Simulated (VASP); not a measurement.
# ZrB (Fm-3m) in VASP: single point with r2SCAN

Aim: the single point of ZrB with r2SCAN.

Program: VASP 6.6.1. These are calculated values, not measurements. Logs are shortened: lines on timing, memory, paths and dates and some standing lists are left out, and cuts for length are marked.

## Step 1: The crystal as given

Symmetry: Fm-3m, No. 225, cubic system. Conventional cell: a = 4.679 Å, b = 4.679 Å, c = 4.679 Å, α = 90.00°, β = 90.00°, γ = 90.00°. Zr (site symmetry m-3m) has 6 B at 2.34 Å as nearest neighbours. Around B (site symmetry m-3m) lie 6 Zr at 2.34 Å.

The cell was built by a generator and needn't be a form met in nature.

## Step 2: Single point, r2SCAN

File POSCAR:

```
ZrB
1.0
    0.0000000000      2.3392930000      2.3392930000
    2.3392930000      0.0000000000      2.3392930000
    2.3392930000      2.3392930000      0.0000000000
Zr B
1 1
Direct
    0.0000000000      0.0000000000      0.0000000000
    0.5000000000      0.5000000000      0.5000000000
```

File INCAR.step1:

```
SYSTEM = ZrB
PREC     = Accurate       ! precision mode
ENCUT    = 520            ! plane-wave cutoff, eV
ISMEAR   = -1             ! smearing method
SIGMA    = 0.1            ! smearing width, eV
LREAL    = .FALSE.        ! projectors in reciprocal space
LASPH    = .TRUE.         ! aspherical terms in the spheres
NELM     = 100            ! most SCF steps
NBANDS   = 14             ! bands
GGA      = PE             ! functional
ALGO     = Normal         ! electronic algorithm
EDIFF    = 1E-4           ! SCF threshold, eV
LWAVE    = .TRUE.         ! write WAVECAR
LCHARG   = .FALSE.        ! write CHGCAR
```

File INCAR.step2:

```
SYSTEM = ZrB
PREC     = Accurate       ! precision mode
ENCUT    = 520            ! plane-wave cutoff, eV
EDIFF    = 1E-6           ! SCF threshold, eV
ISMEAR   = -1             ! smearing method
SIGMA    = 0.1            ! smearing width, eV
LREAL    = .FALSE.        ! projectors in reciprocal space
LASPH    = .TRUE.         ! aspherical terms in the spheres
NELM     = 100            ! most SCF steps
ALGO     = Normal         ! electronic algorithm
ISIF     = 2              ! what is computed and relaxed
LWAVE    = .FALSE.        ! write WAVECAR
LCHARG   = .TRUE.         ! write CHGCAR
METAGGA  = R2SCAN         ! meta-GGA
LMIXTAU  = .TRUE.       
LELF     = .TRUE.         ! ELF
LVHAR    = .TRUE.       
NBANDS   = 14             ! bands
ISTART   = 1
```

File KPOINTS:

```
regular mesh
0
G
  12 12 12
  0 0 0
```

Potentials or basis: VASP PAW PBE potentials, release 64 (Zr_sv, B).

Started as:

```console
cat potpaw_PBE.64/Zr_sv/POTCAR potpaw_PBE.64/B/POTCAR > POTCAR
cp INCAR.step1 INCAR
mpirun -np 1 vasp_std > vasp.out
cp INCAR.step2 INCAR
mpirun -np 1 vasp_std > vasp.out
```

OUTCAR:

```text
SYSTEM = ZrB
   PREC = Accurate
   ENCUT = 520
   EDIFF = 1E-6
   ISMEAR = -1
   LREAL = .FALSE.
   LASPH = .TRUE.
   NELM = 100
   ISIF = 2
   METAGGA = R2SCAN
   ISTART = 1

 ion  position               nearest neighbor table
   1  0.000  0.000  0.000-   2 2.34   2 2.34   2 2.34   2 2.34   2 2.34   2 2.34
   2  0.500  0.500  0.500-   1 2.34   1 2.34   1 2.34   1 2.34   1 2.34   1 2.34

  LATTYP: Found a face centered cubic cell.
 ALAT       =     4.6785860000

  Lattice vectors:

 A1 = (   0.0000000000,   2.3392930000,   2.3392930000)
 A2 = (   2.3392930000,   0.0000000000,   2.3392930000)
 A3 = (   2.3392930000,   2.3392930000,   0.0000000000)

Analysis of symmetry for initial positions (statically):
=====================================================================
 Subroutine PRICEL returns:
 Original cell was already a primitive cell.

 Routine SETGRP: Setting up the symmetry group for a
 face centered cubic supercell.

 Subroutine GETGRP returns: Found 48 space group operations
 (whereof 48 operations were pure point group operations)
 out of a pool of 48 trial point group operations.

The static configuration has the point symmetry O_h .

Analysis of symmetry for dynamics (positions and initial velocities):
=====================================================================
 Subroutine PRICEL returns:
 Original cell was already a primitive cell.

 Routine SETGRP: Setting up the symmetry group for a
 face centered cubic supercell.

 Subroutine GETGRP returns: Found 48 space group operations
 (whereof 48 operations were pure point group operations)
 out of a pool of 48 trial point group operations.

The dynamic configuration has the point symmetry O_h .

 Subroutine INISYM returns: Found 48 space group operations
 (whereof 48 operations are pure point group operations),
 and found     1 'primitive' translations

----------------------------------------------------------------------------------------

                                     Primitive cell

  volume of cell :      25.6026

  direct lattice vectors                    reciprocal lattice vectors
     0.000000000  2.339293000  2.339293000    -0.213739792  0.213739792  0.213739792
     2.339293000  0.000000000  2.339293000     0.213739792 -0.213739792  0.213739792
     2.339293000  2.339293000  0.000000000     0.213739792  0.213739792 -0.213739792

  length of vectors
     3.308259887  3.308259887  3.308259887     0.370208180  0.370208180  0.370208180

  position of ions in fractional coordinates (direct lattice)
     0.000000000  0.000000000  0.000000000
     0.500000000  0.500000000  0.500000000

  ion indices of the primitive-cell ions
   primitive index   ion index
                 1           1
                 2           2

----------------------------------------------------------------------------------------

 KPOINTS: regular mesh

Automatic generation of k-mesh.
 Grid dimensions read from file:
 generate k-points for:   12   12   12

 Generating k-lattice:

  Cartesian coordinates                     Fractional coordinates (reciprocal lattice)
    -0.017811649  0.017811649  0.017811649     0.083333333  0.000000000  0.000000000
     0.017811649 -0.017811649  0.017811649     0.000000000  0.083333333  0.000000000
     0.017811649  0.017811649 -0.017811649     0.000000000  0.000000000  0.083333333

  Length of vectors
     0.030850682  0.030850682  0.030850682

  Shift w.r.t. Gamma in fractional coordinates (k-lattice)
     0.000000000  0.000000000  0.000000000

 Subroutine IBZKPT returns following result:
 ===========================================

 Found     72 irreducible k-points:

 Following reciprocal coordinates:
            Coordinates               Weight
  0.000000  0.000000  0.000000      1.000000
  0.083333  0.000000  0.000000      8.000000
  0.166667  0.000000  0.000000      8.000000
  0.250000  0.000000  0.000000      8.000000
  0.333333  0.000000  0.000000      8.000000
  0.416667  0.000000  0.000000      8.000000
[... 16 lines left out ...]
  0.500000  0.166667  0.000000     24.000000
 -0.416667  0.166667  0.000000     24.000000
 [... further k-points ...]
   k-points           NKPTS =     72   k-points in BZ     NKDIM =     72   number of bands    NBANDS=     14
   number of dos      NEDOS =    301   number of ions     NIONS =      2
   total plane-waves  NPLWV =  21952
   dimension x,y,z NGX =    28 NGY =   28 NGZ =   28
   dimension x,y,z NGXF=    56 NGYF=   56 NGZF=   56
   ions per type =               1   1
   NGX,Y,Z   is equivalent  to a cutoff of  14.07, 14.07, 14.07 a.u.
   NGXF,Y,Z  is equivalent  to a cutoff of  28.14, 28.14, 28.14 a.u.
 SYSTEM =  ZrB
   PREC   = accura    normal or accurate (medium, high low for compatibility)
   ISTART =      1    job   : 0-new  1-cont  2-samecut
   ICHARG =      0    charge: 1-file 2-atom 10-const
   ISPIN  =      1    spin polarized calculation?
   LNONCOLLINEAR =      F non collinear calculations
   LSORBIT =      F    spin-orbit coupling
   LASPH  =      T    aspherical Exc in radial PAW
   ENCUT  =  520.0 eV  38.22 Ry    6.18 a.u.   6.15  6.15  6.15*2*pi/ulx,y,z
   NELM   =    100;   NELMIN=  2; NELMDL=  0     # of ELM steps
   EDIFF  = 0.1E-05   stopping-criterion for ELM
   LREAL  =      F    real-space projection
   EDIFFG = 0.1E-04   stopping-criterion for IOM
   NSW    =      0    number of steps for IOM
   IBRION =     -1    ionic relax: 0-MD 1-quasi-New 2-CG
   NFREE  =      0    steps in history (QN), initial steepest desc. (CG)
   ISIF   =      2    stress and relaxation
   ISYM   =      2    0-nonsym 1-usesym 2-fastsym
   POTIM  = 0.5000    time-step for ionic-motion
   TEBEG  =    0.0;   TEEND  =   0.0 temperature during run
   PSTRESS=    0.0 pullay stress
   NELECT =      15.0000    total number of electrons
   NUPDOWN=      -1.0000    fix difference up-down
   EMIN   =  10.00;   EMAX   =-10.00  energy-range for DOS
   EFERMI =   0.00;   METHOD = LEGACY
   ISMEAR =    -1;   SIGMA  =   0.10  broadening in eV -4-tet -1-fermi 0-gaus
   EFERMI_NEDOS =   21; number of points for ismear=-14 and -15
   IALGO  =     38    algorithm
   IMIX   =      4    mixing-type and parameters
     AMIX     =   0.40;   BMIX     =  1.00
     AMIX_MAG =   1.60;   BMIX_MAG =  1.00
  volume/ion in A,a.u.               =      12.80        86.39
  Fermi-wavevector in a.u.,A,eV,Ry     =   1.369864  2.588667 25.531687  1.876526
  Thomas-Fermi vector in A             =   2.495701
   LORBIT       =      0    0 simple, 1 ext, 2 COOP (PROOUT), +10 PAW based schemes
   METAGGA = R2SCAN    functional components
   LHFCALC =     F    Hartree Fock is set to
   AEXX    =    0.0000 exact exchange contribution
   IVDW    =     0    specifies the selected vdW correction
   LEPSILON=     F    determine dielectric tensor
   LRPA    =     F    only Hartree local field effects (RPA)
 non-spin polarized calculation
  energy-cutoff  :      520.00
  volume of cell :       25.60
 maximum number of plane-waves:       701
 NGX is ok and might be reduce to    28
   NGX = 13   NGY = 13   NGZ = 13

 number of electron      15.0000000 magnetization

 Free energy of the ion-electron system (eV)
  ---------------------------------------------------
  ext. energy  EPLUGINS =         0.00000000
  ---------------------------------------------------
  free energy    TOTEN  =       -30.64472745 eV

  energy without entropy =      -30.61351152  energy(sigma->0) =      -30.62911948

 E-fermi :   8.8360     XC(G=0): -13.0432

 val. band max:        8.7965632784   @ k =   0.2500   0.0833   0.0000
 cond. band min:       8.8844542952   @ k =   0.3333   0.1667   0.0833
 fundamental gap:      0.0878910169
 Fermi energy:         8.8359586266

 k-point     1 :       0.0000    0.0000    0.0000
  band No.  band energies     occupation
      1     -39.6651      2.00000
      2     -16.7111      2.00000
      3     -16.7111      2.00000
      4     -16.7111      2.00000
      5      -0.0707      2.00000
      6      10.9838      0.00000
      7      10.9838      0.00000
      8      10.9838      0.00000
      9      12.6300      0.00000
     10      12.6300      0.00000
     11      12.7781      0.00000
     12      12.7782      0.00000
     13      12.7782      0.00000
     14      20.4094      0.00000

 k-point     2 :       0.0833    0.0000    0.0000
  band No.  band energies     occupation
      1     -39.6572      2.00000
      2     -16.7797      2.00000
      3     -16.7171      2.00000
      4     -16.7171      2.00000
      5       0.1243      2.00000
      6      10.3485      0.00000
      7      10.7579      0.00000
      8      10.7579      0.00000
      9      11.6062      0.00000
     10      11.6062      0.00000
     11      13.1010      0.00000
     12      14.4128      0.00000
     13      14.4128      0.00000
     14      20.8889      0.00000

 k-point     3 :       0.1667    0.0000    0.0000
  band No.  band energies     occupation
      1     -39.6354      2.00000
      2     -16.9632      2.00000
      3     -16.7337      2.00000
      4     -16.7336      2.00000
      5       0.6770      2.00000
      6       9.1603      0.07516
      7       9.6828      0.00042
      8       9.6828      0.00042
      9      11.8987      0.00000
     10      11.8987      0.00000
     11      13.5295      0.00000
     12      16.3197      0.00000
     13      16.3197      0.00000
     14      22.0798      0.00000
[... 324 lines left out ...]
 k-point    23 :       0.5000    0.1667    0.0000
  band No.  band energies     occupation
      1     -39.5350      2.00000
      2     -17.5595      2.00000
      3     -16.9468      2.00000
      4     -16.8605      2.00000
      5       3.5959      2.00000
      6       5.5261      2.00000
      7       7.7035      1.99998
      8       8.0147      1.99946
      9      13.2985      0.00000
     10      15.0868      0.00000
     11      16.2207      0.00000
     12      19.3308      0.00000
     13      20.0062      0.00000
     14      22.1059      0.00000

 k-point    24 :      -0.4167    0.1667    0.0000
  band No.  band energies     occupation
      1     -39.5330      2.00000
      2     -17.5686      2.00000
      3     -16.9803      2.00000
      4     -16.8363      2.00000
      5       3.9380      2.00000
      6       5.2123      2.00000
      7       7.7297      1.99997
      8       7.7297      1.99997
      9      14.3257      0.00000
     10      14.5399      0.00000
     11      15.9076      0.00000
     12      19.4786      0.00000
     13      20.4987      0.00000
     14      21.5022      0.00000

 [... further k-points ...]

------------------------ aborting loop because EDIFF is reached ----------------------------------------

  FORCE on cell =-STRESS in cart. coord.  units (eV):
  Direction    XX          YY          ZZ          XY          YZ          ZX
  --------------------------------------------------------------------------------------
  -------------------------------------------------------------------------------------
  Total        5.0560832      5.0560832      5.0560832     -0.0000000     -0.0000000      0.0000000
  in kB      316.4032489    316.4032489    316.4032489     -0.0000000     -0.0000000      0.0000000
  external PRESSURE =     316.4032489 kB  Pullay stress =       0.0000000 kB

 VOLUME and BASIS-vectors are now :
 -----------------------------------------------------------------------------
  energy-cutoff  :      520.00
  volume of cell :       25.60
      direct lattice vectors                 reciprocal lattice vectors
     0.000000000  2.339293000  2.339293000    -0.213739792  0.213739792  0.213739792
     2.339293000  0.000000000  2.339293000     0.213739792 -0.213739792  0.213739792
     2.339293000  2.339293000  0.000000000     0.213739792  0.213739792 -0.213739792

 POSITION                                       TOTAL-FORCE (eV/Angst)
 -----------------------------------------------------------------------------------
      0.00000      0.00000      0.00000         0.000000     -0.000000     -0.000000
      2.33929      2.33929      2.33929        -0.000000      0.000000      0.000000
 -----------------------------------------------------------------------------------
    total drift:                               -0.000000      0.000000      0.000000

  FREE ENERGIE OF THE ION-ELECTRON SYSTEM (eV)
  ---------------------------------------------------
  free  energy   TOTEN  =       -30.6447274461 eV

  energy  without entropy=      -30.6135115231  energy(sigma->0) =      -30.62911948
```

It took 72 s on 1 thread of AMD EPYC 9R45 (Zen 5), shared host; peak memory 0.15 GiB.

Results:

* Free energy: -30.6447 eV
* Pressure: 31.6 GPa
* Band gap on the k mesh: none (metal or under the smearing width)

Caveat: a pressure of tens of GPa on the cell as given is suspect, and the run, the potentials or the cell itself is likely at fault; the PAW data sets were made with another functional, which shifts forces and pressure a little.
